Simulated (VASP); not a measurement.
# InP from a squeezed to a stretched cell

How does InP change with the volume? The starting structure is a measured crystal structure from the Crystallography Open Database. All runs use LDA. The equilibrium cell comes from relaxations that aren't shown. At each volume, shape and positions are relaxed as far as symmetry leaves them free.

Method: Kohn-Sham DFT with plane waves and PAW; LDA, in VASP 6.6.1.

## (1) Set-up

It takes space group F-43m (No. 216, cubic). Conventional cell: a = 5.850 Å, b = 5.850 Å, c = 5.850 Å, α = 90.00°, β = 90.00°, γ = 90.00°. Nearest to In lie 4 P at 2.53 Å. P has 4 In at 2.53 Å nearest. Farther neighbours are not listed.

## (2) Relaxation at the equilibrium volume

File INCAR:

```
SYSTEM = InP
PREC = Accurate
ENCUT = 500
EDIFF = 1E-07
NELM = 100
ISMEAR = 0
SIGMA = 0.03
LREAL = .FALSE.
ALGO = Normal
GGA = CA
NBANDS = 15
LORBIT = 11
LWAVE = .FALSE.
LCHARG = .FALSE.
KPAR = 4
IBRION = 2
NSW = 50
ISIF = 4
EDIFFG = -0.003
```

File POSCAR:

```
InP
1.0
    0.0000000000      2.9137855347      2.9137855347
    2.9137855347      0.0000000000      2.9137855347
    2.9137855347      2.9137855347      0.0000000000
In P
1 1
Direct
    0.0000000000      0.0000000000      0.0000000000
    0.7500000000      0.7500000000      0.7500000000
```

File KPOINTS:

```
Automatic mesh
0
Gamma
6 6 6
0 0 0
```

The projector-augmented-wave data sets are In_d and P (LDA family, release 64).

Launch:

```
$ mpirun -np 4 vasp_std
```

Log:

```text
[banner, memory and clock lines left out]
running    4 mpi-ranks, on    1 nodes
 distrk:  each k-point on    1 cores,    4 groups
 distr:  one band on    1 cores,    1 groups

 POSCAR found type information on POSCAR InP
 POSCAR found :  2 types and       2 ions
 LDA part: xc-table for (Slater(with rela. corr.)+CA(PZ))
 , standard interpolation
 POSCAR, INCAR and KPOINTS ok, starting setup
 FFT: planning ... GRIDC
 FFT: planning ... GRID_SOFT
 FFT: planning ... GRID
 WAVECAR not read
 entering main loop
       N       E                     dE             d eps       ncg     rms          rms(c)
DAV:   1     0.112704807859E+03    0.11270E+03   -0.83406E+03   480   0.131E+03
DAV:   2    -0.279462532099E+01   -0.11550E+03   -0.11127E+03   536   0.311E+02
DAV:   3    -0.991362560172E+01   -0.71190E+01   -0.70837E+01   627   0.768E+01
DAV:   4    -0.100982480297E+02   -0.18462E+00   -0.18457E+00   602   0.140E+01
DAV:   5    -0.101092380343E+02   -0.10990E-01   -0.10990E-01   744   0.289E+00    0.600E+00
DAV:   6    -0.970934679613E+01    0.39989E+00   -0.61930E-01   771   0.137E+01    0.357E+00
DAV:   7    -0.966522473204E+01    0.44122E-01   -0.15413E-01   696   0.334E+00    0.119E+00
DAV:   8    -0.965995801859E+01    0.52667E-02   -0.14182E-02   639   0.146E+00    0.401E-01
DAV:   9    -0.965972115716E+01    0.23686E-03   -0.11366E-03   669   0.408E-01    0.185E-01
DAV:  10    -0.965975213431E+01   -0.30977E-04   -0.15260E-04   726   0.148E-01    0.114E-01
DAV:  11    -0.965975617010E+01   -0.40358E-05   -0.29903E-05   748   0.879E-02    0.729E-02
DAV:  12    -0.965975373698E+01    0.24331E-05   -0.52852E-06   571   0.198E-02    0.124E-02
DAV:  13    -0.965975371995E+01    0.17031E-07   -0.45956E-07   634   0.375E-03
   1 F= -.96597537E+01 E0= -.96597537E+01  d E =-.965975E+01
 curvature:   0.00 expect dE= 0.000E+00 dE for cont linesearch  0.000E+00
 trial: gam= 0.00000 g(F)=  0.543E-47 g(S)=  0.386E-33 ort = 0.000E+00 (trialstep = 0.100E+01)
 search vector abs. value=  0.100E-09
 reached required accuracy - stopping structural energy minimisation
```

The job ended after 4.8 s (4 MPI ranks of Intel Xeon Platinum 8559C (Emerald Rapids), shared host; peak memory 0.55 GiB; 15 s of CPU time).

The logs omit lines about the potential files and the build; timing stands in the text.

OUTCAR, selected parts (step 2):

```text
ion  position               nearest neighbor table
   1  0.000  0.000  0.000-   2 2.52   2 2.52   2 2.52   2 2.52
   2  0.750  0.750  0.750-   1 2.52   1 2.52   1 2.52   1 2.52

  LATTYP: Found a face centered cubic cell.
 ALAT       =     5.8275710694

 Subroutine GETGRP returns: Found 24 space group operations
 (whereof 24 operations were pure point group operations)

The static configuration has the point symmetry T_d .

 Found     16 irreducible k-points:

   k-points           NKPTS =     16   k-points in BZ     NKDIM =     16   number of bands    NBANDS=     15

   dimension x,y,z NGX =    30 NGY =   30 NGZ =   30
   dimension x,y,z NGXF=    60 NGYF=   60 NGZF=   60

   ENCUT  =  500.0 eV  36.75 Ry    6.06 a.u.   7.51  7.51  7.51*2*pi/ulx,y,z

   NELECT =      18.0000    total number of electrons

 k-points in reciprocal lattice and weights: Automatic mesh
   0.00000000  0.00000000  0.00000000       0.005
   0.16666667  0.00000000  0.00000000       0.037
   0.33333333  0.00000000  0.00000000       0.037
   0.50000000  0.00000000  0.00000000       0.019
   0.16666667  0.16666667  0.00000000       0.028
   0.33333333  0.16666667  0.00000000       0.111
   0.50000000  0.16666667  0.00000000       0.111
  -0.33333333  0.16666667  0.00000000       0.111
  -0.16666667  0.16666667  0.00000000       0.056
[...]
-0.33333333  0.33333333  0.16666667       0.111
  -0.33333333  0.50000000  0.16666667       0.056

 average (electrostatic) potential at core
       1 -95.0672       2 -83.8219

 E-fermi :   5.3402

 k-point     1 :       0.0000    0.0000    0.0000
  band No.  band energies     occupation
    ...
      5      -8.8616      2.00000
      6      -6.4587      2.00000
      7       5.2075      2.00000
      8       5.2075      2.00000
      9       5.2075      2.00000
     10       5.8078      0.00000
     11       9.1645      0.00000
     12       9.1645      0.00000
     13       9.1645      0.00000
     14      13.5665      0.00000
    ...

 k-point     2 :       0.1667    0.0000    0.0000
  band No.  band energies     occupation
    ...
      5      -8.8612      2.00000
      6      -6.1340      2.00000
      7       2.9481      2.00000
      8       4.8855      2.00000
      9       4.8855      2.00000
     10       6.9048      0.00000
     11       9.5840      0.00000
     12       9.6200      0.00000
     13       9.6200      0.00000
     14      13.7831      0.00000
    ...

 k-point     3 :       0.3333    0.0000    0.0000
  band No.  band energies     occupation
    ...
      5      -8.8544      2.00000
      6      -5.2898      2.00000
      7       0.4997      2.00000
      8       4.3926      2.00000
      9       4.3926      2.00000
     10       6.7291      0.00000
     11       9.9685      0.00000
     12       9.9685      0.00000
     13      11.3580      0.00000
     14      13.8925      0.00000
    ...

  Total       -0.0049578     -0.0049578     -0.0049578     -0.0000000      0.0000000     -0.0000000
  in kB       -0.1605457     -0.1605457     -0.1605457     -0.0000000      0.0000000     -0.0000000
  external PRESSURE =      -0.1605457 kB  Pullay stress =       0.0000000 kB

  energy-cutoff  :      500.00
  volume of cell :       49.48
      direct lattice vectors                 reciprocal lattice vectors
     0.000000000  2.913785535  2.913785535    -0.171598079  0.171598079  0.171598079
     2.913785535  0.000000000  2.913785535     0.171598079 -0.171598079  0.171598079
     2.913785535  2.913785535  0.000000000     0.171598079  0.171598079 -0.171598079

 POSITION                                       TOTAL-FORCE (eV/Angst)
 -----------------------------------------------------------------------------------
      0.00000      0.00000      0.00000         0.000000      0.000000      0.000000
      4.37068      4.37068      4.37068        -0.000000     -0.000000     -0.000000
 -----------------------------------------------------------------------------------
    total drift:                                0.000000      0.000000      0.000000

  FREE ENERGIE OF THE ION-ELECTRON SYSTEM (eV)
  ---------------------------------------------------
  free  energy   TOTEN  =        -9.6597537200 eV

  energy  without entropy=       -9.6597537200  energy(sigma->0) =       -9.65975372

 reached required accuracy - stopping structural energy minimisation

 total charge
# of ion       s       p       d       tot
------------------------------------------
    1        0.844   0.803   9.899  11.546
    2        1.032   1.497   0.000   2.529
--------------------------------------------------
tot          1.876   2.300   9.899  14.075

[... 3 further parts left out ...]
```

The run keeps the 24 symmetry operations of its start, so it cannot find a distortion of lower symmetry.

The equilibrium volume: 24.738 Å³ an atom and a pressure of -0.02 GPa, and 0.600 eV of gap on the mesh. Further runs on this cell, not shown, give the modes T2 303.0 cm⁻¹.

## (3) Relaxation at 0.96 of the equilibrium volume

INCAR is that of step 2.

File POSCAR:

```
InP
1.0
    0.0000000000      2.8744052271      2.8744052271
    2.8744052271      0.0000000000      2.8744052271
    2.8744052271      2.8744052271      0.0000000000
In P
1 1
Direct
    0.0000000000      0.0000000000      0.0000000000
    0.7500000000      0.7500000000      0.7500000000
```

KPOINTS is that of step 2.

Launch:

```
$ mpirun -np 4 vasp_std
```

Log:

```text
[... set-up lines as in an earlier step ...]
 entering main loop
       N       E                     dE             d eps       ncg     rms          rms(c)
DAV:   1     0.114445398641E+03    0.11445E+03   -0.84520E+03   480   0.132E+03
DAV:   2    -0.182976628511E+01   -0.11628E+03   -0.11180E+03   508   0.323E+02
DAV:   3    -0.988275535595E+01   -0.80530E+01   -0.80090E+01   634   0.835E+01
DAV:   4    -0.101003838097E+02   -0.21763E+00   -0.21755E+00   559   0.144E+01
[...]
DAV:  11    -0.964010070339E+01   -0.22539E-05   -0.48795E-05   741   0.119E-01    0.947E-02
DAV:  12    -0.964009759520E+01    0.31082E-05   -0.71514E-06   557   0.185E-02    0.151E-02
DAV:  13    -0.964009758469E+01    0.10511E-07   -0.75246E-07   655   0.482E-03
   1 F= -.96400976E+01 E0= -.96400976E+01  d E =-.964010E+01
[...]
reached required accuracy - stopping structural energy minimisation
```

Wall time 4 s (4 MPI ranks); peak memory 0.55 GiB; 12 s of CPU time.

Parts of OUTCAR (step 3):

```text
  Total        0.9452396      0.9452396      0.9452396     -0.0000000     -0.0000000      0.0000000
  in kB       31.8844180     31.8844180     31.8844180     -0.0000000     -0.0000000      0.0000000
  external PRESSURE =      31.8844180 kB  Pullay stress =       0.0000000 kB

 POSITION                                       TOTAL-FORCE (eV/Angst)
 -----------------------------------------------------------------------------------
      0.00000      0.00000      0.00000        -0.000000     -0.000000     -0.000000
      4.31161      4.31161      4.31161         0.000000      0.000000      0.000000
 -----------------------------------------------------------------------------------
    total drift:                                0.000000      0.000000      0.000000

  FREE ENERGIE OF THE ION-ELECTRON SYSTEM (eV)
  ---------------------------------------------------
  free  energy   TOTEN  =        -9.6400975847 eV

  energy  without entropy=       -9.6400975847  energy(sigma->0) =       -9.64009758

[... 2 parts as in an earlier step ...]

[... 2 further parts left out ...]
[key lines of the parts left out:]
E-fermi :   5.8398
```

0.96 of the equilibrium volume: 23.749 Å³ an atom and a pressure of 3.19 GPa, and 0.821 eV of gap on the mesh. Further runs on this cell, not shown, give the modes T2 319.4 cm⁻¹.

## (4) Relaxation at 1.04 of the equilibrium volume

INCAR is that of step 3.

File POSCAR:

```
InP
1.0
    0.0000000000      2.9521292152      2.9521292152
    2.9521292152      0.0000000000      2.9521292152
    2.9521292152      2.9521292152      0.0000000000
In P
1 1
Direct
    0.0000000000      0.0000000000      0.0000000000
    0.7500000000      0.7500000000      0.7500000000
```

KPOINTS is that of step 3.

Launch:

```
$ mpirun -np 4 vasp_std
```

Log:

```text
[... set-up lines as in an earlier step ...]
 entering main loop
       N       E                     dE             d eps       ncg     rms          rms(c)
DAV:   1     0.116097580633E+03    0.11610E+03   -0.83065E+03   480   0.131E+03
DAV:   2    -0.183365922951E+01   -0.11793E+03   -0.11352E+03   522   0.319E+02
DAV:   3    -0.984219277972E+01   -0.80085E+01   -0.79648E+01   627   0.838E+01
DAV:   4    -0.100606253533E+02   -0.21843E+00   -0.21836E+00   573   0.146E+01
[...]
DAV:  11    -0.964386191905E+01   -0.51830E-05   -0.18868E-05   762   0.649E-02    0.466E-02
DAV:  12    -0.964385996073E+01    0.19583E-05   -0.46545E-06   620   0.281E-02    0.120E-02
DAV:  13    -0.964385992394E+01    0.36790E-07   -0.28340E-07   627   0.349E-03
   1 F= -.96438599E+01 E0= -.96438599E+01  d E =-.964386E+01
[...]
reached required accuracy - stopping structural energy minimisation
```

It took 5 s on 4 MPI ranks; peak memory 0.56 GiB; 16 s of CPU time.

From OUTCAR (step 4):

```text
  Total       -0.8275647     -0.8275647     -0.8275647      0.0000000      0.0000000     -0.0000000
  in kB      -25.7677461    -25.7677461    -25.7677461      0.0000000      0.0000000     -0.0000000
  external PRESSURE =     -25.7677461 kB  Pullay stress =       0.0000000 kB

 POSITION                                       TOTAL-FORCE (eV/Angst)
 -----------------------------------------------------------------------------------
      0.00000      0.00000      0.00000        -0.000000     -0.000000      0.000000
      4.42819      4.42819      4.42819         0.000000      0.000000     -0.000000
 -----------------------------------------------------------------------------------
    total drift:                               -0.000000     -0.000000      0.000000

  FREE ENERGIE OF THE ION-ELECTRON SYSTEM (eV)
  ---------------------------------------------------
  free  energy   TOTEN  =        -9.6438599239 eV

  energy  without entropy=       -9.6438599239  energy(sigma->0) =       -9.64385992

[... 2 parts as in an earlier step ...]

[... 2 further parts left out ...]
[key lines of the parts left out:]
E-fermi :   4.9648
```

1.04 of the equilibrium volume: 25.728 Å³ an atom and a pressure of -2.58 GPa, and 0.387 eV of gap on the mesh. Further runs on this cell, not shown, give the modes T2 287.6 cm⁻¹.

## (5) Relaxation at 0.92 of the equilibrium volume

INCAR is that of step 4.

File POSCAR:

```
InP
1.0
    0.0000000000      2.8339152530      2.8339152530
    2.8339152530      0.0000000000      2.8339152530
    2.8339152530      2.8339152530      0.0000000000
In P
1 1
Direct
    0.0000000000      0.0000000000      0.0000000000
    0.7500000000      0.7500000000      0.7500000000
```

KPOINTS is that of step 4.

Launch:

```
$ mpirun -np 4 vasp_std
```

Log:

```text
[... set-up lines as in an earlier step ...]
 entering main loop
       N       E                     dE             d eps       ncg     rms          rms(c)
DAV:   1     0.114569463755E+03    0.11457E+03   -0.85784E+03   488   0.136E+03
DAV:   2    -0.222836096066E+01   -0.11680E+03   -0.11181E+03   522   0.314E+02
DAV:   3    -0.985507798217E+01   -0.76267E+01   -0.75810E+01   613   0.815E+01
DAV:   4    -0.100669287826E+02   -0.21185E+00   -0.21174E+00   595   0.141E+01
[...]
DAV:  12    -0.957601055942E+01    0.38253E-05   -0.91206E-06   595   0.224E-02    0.172E-02
DAV:  13    -0.957601057430E+01   -0.14880E-07   -0.10300E-06   620   0.572E-03    0.129E-02
DAV:  14    -0.957601054544E+01    0.28864E-07   -0.45350E-08   401   0.404E-03
   1 F= -.95760105E+01 E0= -.95760105E+01  d E =-.957601E+01
[...]
reached required accuracy - stopping structural energy minimisation
```

The job ended after 4.6 s (4 MPI ranks; peak memory 0.54 GiB; 15 s of CPU time).

Parts of OUTCAR (step 5):

```text
  Total        2.0472361      2.0472361      2.0472361      0.0000000      0.0000000     -0.0000000
  in kB       72.0589509     72.0589509     72.0589509      0.0000000      0.0000000     -0.0000000
  external PRESSURE =      72.0589509 kB  Pullay stress =       0.0000000 kB

 POSITION                                       TOTAL-FORCE (eV/Angst)
 -----------------------------------------------------------------------------------
      0.00000      0.00000      0.00000        -0.000000     -0.000000      0.000000
      4.25087      4.25087      4.25087         0.000000      0.000000     -0.000000
 -----------------------------------------------------------------------------------
    total drift:                                0.000000      0.000000      0.000000

  FREE ENERGIE OF THE ION-ELECTRON SYSTEM (eV)
  ---------------------------------------------------
  free  energy   TOTEN  =        -9.5760105454 eV

  energy  without entropy=       -9.5760105454  energy(sigma->0) =       -9.57601055

[... 2 parts as in an earlier step ...]

[... 2 further parts left out ...]
[key lines of the parts left out:]
E-fermi :   6.3738
```

0.92 of the equilibrium volume: 22.759 Å³ an atom and a pressure of 7.21 GPa, and 1.047 eV of gap on the mesh. Further runs on this cell, not shown, give the modes T2 337.0 cm⁻¹.

## (6) Relaxation at 0.98 of the equilibrium volume

INCAR is that of step 5.

File POSCAR:

```
InP
1.0
    0.0000000000      2.8942293378      2.8942293378
    2.8942293378      0.0000000000      2.8942293378
    2.8942293378      2.8942293378      0.0000000000
In P
1 1
Direct
    0.0000000000      0.0000000000      0.0000000000
    0.7500000000      0.7500000000      0.7500000000
```

KPOINTS is that of step 5.

Launch:

```
$ mpirun -np 4 vasp_std
```

Log:

```text
[... set-up lines as in an earlier step ...]
 entering main loop
       N       E                     dE             d eps       ncg     rms          rms(c)
DAV:   1     0.106775215617E+03    0.10678E+03   -0.85430E+03   487   0.137E+03
DAV:   2    -0.283945260138E+01   -0.10961E+03   -0.10520E+03   543   0.302E+02
DAV:   3    -0.991652610478E+01   -0.70771E+01   -0.70378E+01   620   0.783E+01
DAV:   4    -0.101059725717E+02   -0.18945E+00   -0.18939E+00   617   0.136E+01
[...]
DAV:  11    -0.965489477080E+01   -0.34915E-05   -0.37790E-05   727   0.102E-01    0.847E-02
DAV:  12    -0.965489213421E+01    0.26366E-05   -0.59677E-06   585   0.177E-02    0.139E-02
DAV:  13    -0.965489212278E+01    0.11431E-07   -0.59137E-07   606   0.422E-03
   1 F= -.96548921E+01 E0= -.96548921E+01  d E =-.965489E+01
[...]
reached required accuracy - stopping structural energy minimisation
```

The job ended after 3.4 s (4 MPI ranks; peak memory 0.55 GiB; 9.8 s of CPU time).

OUTCAR, selected parts (step 6):

```text
  Total        0.4533144      0.4533144      0.4533144      0.0000000      0.0000000      0.0000000
  in kB       14.9789460     14.9789460     14.9789460      0.0000000      0.0000000      0.0000000
  external PRESSURE =      14.9789460 kB  Pullay stress =       0.0000000 kB

 POSITION                                       TOTAL-FORCE (eV/Angst)
 -----------------------------------------------------------------------------------
      0.00000      0.00000      0.00000         0.000000     -0.000000     -0.000000
      4.34134      4.34134      4.34134        -0.000000      0.000000      0.000000
 -----------------------------------------------------------------------------------
    total drift:                                0.000000      0.000000      0.000000

  FREE ENERGIE OF THE ION-ELECTRON SYSTEM (eV)
  ---------------------------------------------------
  free  energy   TOTEN  =        -9.6548921228 eV

  energy  without entropy=       -9.6548921228  energy(sigma->0) =       -9.65489212

[... 2 parts as in an earlier step ...]

[... 2 further parts left out ...]
[key lines of the parts left out:]
E-fermi :   5.5859
```

0.98 of the equilibrium volume: 24.244 Å³ an atom and a pressure of 1.50 GPa, and 0.710 eV of gap on the mesh. Further runs on this cell, not shown, give the modes T2 311.0 cm⁻¹.

[end of part 1 of 2]

[Lines on the potential files, build, host, timing and source positions are cut from VASP's logs without a mark.]

[Logs are printed without paths, hosts, clocks, repeated set-up lines and the standing remarks that a program may print on its own settings, such as how far it seeks lower states.]

[Hosts, paths, dates, database ids (printed as entryN), source tags and the programs' standing remarks are cut or masked in the printed files.]
